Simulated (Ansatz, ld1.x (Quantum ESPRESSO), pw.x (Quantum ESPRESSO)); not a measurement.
**From atom to crystal: TM potential for silver (Ag)**

```json
{"Element": "silver", "Generator": "ld1.x (Quantum ESPRESSO) 7.5", "Type": "norm-conserving Troullier–Martins (Kleinman–Bylander form)", "Functional": "LDA (PW92)", "Relativity": "scalar-relativistic", "Frozen core": "[Kr]", "Valence charge": "11", "Reference configuration": "4d10 5s1 5p0", "Partial waves": "5s (bound): rc 2.25 bohr; 4d (bound): rc 2.05 bohr; 5p (bound, empty): rc 2.70 bohr", "Local potential": "the p channel", "Core correction": "none"}
```

Atomic tests: cutoffs needed: 50 Ry and 90 Ry (the cutoffs (Ry, on a coarse ladder) from which the occupation-weighted sum of valence levels, in a spherical-Bessel basis at the reference potential, stays within 10 and 1 mRy of its value at 400 Ry); ghost test: no extra level below or beside the all-electron valence levels (s, d, p, f tested) (spherical-Bessel basis up to 400 Ry, 20 bohr box); largest excitation error: -708 meV (all-electron minus pseudo) for 4d8 5s0 5p0, out of 7 test configurations.

Crystal test: fcc Ag in pw.x 7.5, no spin, 14³ k-points, Fermi–Dirac smearing 0.01 Ry, cutoffs 110/440 Ry. The reference is all-electron LAPW (Ansatz 0.2.0) with the same functional, mesh and smearing; V0 and B0 come from Birch–Murnaghan fits to the pressures at five volumes. Errors are pseudo minus all-electron; Δ is the rms difference of the E(V) curves that follow from these fits, minima aligned, over ±6 % about the mean V0. Mesh and smearing are coarse, so the numbers serve the comparison and aren't converged zero-temperature values; the lattice is a test structure that the element need not adopt.

All-electron: a0 = 4.002 Å (V0 = 16.02 Å³/atom), B0 = 138.7 GPa.

Q: How far does the potential miss the all-electron equation of state?

A: mean pressure error (GPa): +11.61. The pressure does not cross zero within the volumes sampled, so no fit is given. This is a poor potential for the solid.

```
V (Å³/atom)  P all-electron (GPa)  P pseudo (GPa)
     15.357                  6.61           21.03
     15.761                  2.36           15.19
     16.165                 -1.23           10.21
     16.569                 -4.25            5.97
     16.973                 -6.80            2.36
```

Q: At the middle volume, how do free energy and pressure move when the wave cutoff is lowered (ecutrho kept at four times it)?

A:

```tsv
cutoff (Ry)	shift of F (meV/atom)	shift of P (GPa)
50	+146.5	-14.01
66	+20.1	+0.03
88	+6.7	-0.22
```

The run at the middle volume (104 k-points, 7 iterations) took about 24 s on one core of a shared host (Neoverse-V2, 96 threads, 742 GiB, load 32).
